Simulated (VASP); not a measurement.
Wanted: the native input for a VASP 6.6.1 run.

* Task: relaxation of cell and atoms
* Functional: PBE
* Potentials or basis: VASP PAW PBE potentials, release 64 (Zn, O)
* Cutoff: 600 eV
* k mesh: 9 × 9 × 5
* Occupations: gaussian, width 0.03 eV
* Spin: no spin polarisation
* Further INCAR settings: ALGO = Normal; EDIFF = 1e-06; IBRION = 2; EDIFFG = -0.01; NSW = 90; ISIF = 3

The structure of ZnO lies in POSCAR:

```
ZnO
1.0
    3.2493080000      0.0000000000      0.0000000000
   -1.6246540000      2.8139832700      0.0000000000
    0.0000000000      0.0000000000      5.2057090000
Zn O
2 2
Direct
    0.3333333300      0.6666666700      0.5000000000
    0.6666666700      0.3333333300      0.0000000000
    0.6666666700      0.3333333300      0.3790100000
    0.3333333300      0.6666666700      0.8790100000
```

These files were run (other wordings do the same):

INCAR

```
PREC = Accurate
ENCUT = 600
EDIFF = 1E-6
ISMEAR = 0
SIGMA = 0.03
LREAL = F
LASPH = T
NELM = 80
ALGO = Normal
ISIF = 3
LWAVE = F
LCHARG = F
GGA = PE
IBRION = 2
NSW = 90
EDIFFG = -0.01
KPAR = 4
```

KPOINTS

```
regular mesh
0
Gamma
  9 9 5
```

Potentials or basis: VASP PAW PBE potentials, release 64 (Zn, O).

Launch:

```bash
$ cat potpaw_PBE.64/Zn/POTCAR potpaw_PBE.64/O/POTCAR > POTCAR
$ mpirun -np 4 vasp_std > vasp.out
```

Results of the run:

```
Relaxed volume                         : 12.39 Å³/atom
Relaxed cell                           : a = 3.286 Å, b = 3.286 Å, c = 5.300 Å, α = 90.00°, β = 90.00°, γ = 120.00°
Space group after relaxing (to 0.05 Å) : P6_3mc (No. 186)
Energy gained by relaxing              : 8.9 meV/atom
Ionic steps                            : 14
Pressure after relaxing                : 0.1 GPa
Band gap on the k mesh                 : 0.72 eV, direct
```

Wall time 2.2 min on 4 MPI ranks on Intel(R) Xeon(R) Platinum 8488C (Sapphire Rapids), on a shared host, peak memory 0.19 GiB a rank.
